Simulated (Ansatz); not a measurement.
Gd: the change of pressure with volume scale

Periodic Kohn-Sham DFT of a crystal at fixed atoms, scaled to volume_scale times the given cell; pressure positive in compression, energy less spherical unpolarised free atoms, largest_vzz the field gradient of largest size among the nuclei. The results are calculated, by Ansatz 0.2.0.

The cell before it is scaled or strained (space group Im-3m, No. 229):
```
CELL_PARAMETERS angstrom
-2.02300 2.02300 2.02300
2.02300 -2.02300 2.02300
2.02300 2.02300 -2.02300
ATOMIC_POSITIONS crystal
Gd 0.00000 0.00000 0.00000
```

Settings of every row: method frozen-core PAW; functional PBE; relativity scalar; k mesh 13x13x13; filling fermi-dirac; smearing width 0.05 eV; wave cutoff 420 eV; paw set soft_2.

Atom:
```csv
element,start moment (bohr magneton)
Gd,7
```

Limits: no spin-orbit coupling on heavy atoms; open f shell, the state may not be the lowest; the cell comes from a prototype or a list of computed structures and needn't be the stable phase; with one magnetic atom in the cell only parallel moments are possible.

```csv
row,volume scale,V (Å³/atom),pressure (GPa),cell moment (bohr magneton)
1,0.9405,31.146,2.254,7.636
2,0.98,32.454,0.695,7.641
3,1,33.115,0.012,7.644
4,1.02,33.779,-0.604,7.646
5,1.06,35.104,?,?
```

Question: what pressure should row 5 give?

Worked fit of pressure. Take u = (V_r/V)^(2/3) − 1 with V_r = 32.785 Å³ an atom, which is twice the finite (Eulerian) strain; such expansions in the strain, on which the Birch-Murnaghan equation of state is built, carry the rest volume and the bulk modulus. The shown rows have u = 0.03478, 0.00679, -0.00665, -0.01972. Least squares give pressure = 0.3446 + 50.585 × u + 124.23 × u² GPa; a straight line predicts inner rows, each left out in turn, worse (root mean square 0.056 against 0.0034 GPa). The rows lie off it by 0.000, 0.001, -0.002, 0.001. The withheld row has u = -0.04454, so the fit gives 0.3446 + 50.585 × (-0.04454) + 124.23 × (-0.04454)² = -1.662 GPa.

The calculation gave -1.668 GPa. The fit lies 0.006 GPa (0.15 % of the column's range) above it; its largest miss of a shown row is 0.002 GPa. This row lies beyond the range of the fit.

The other values of row 5: cell moment 7.653 bohr magneton.
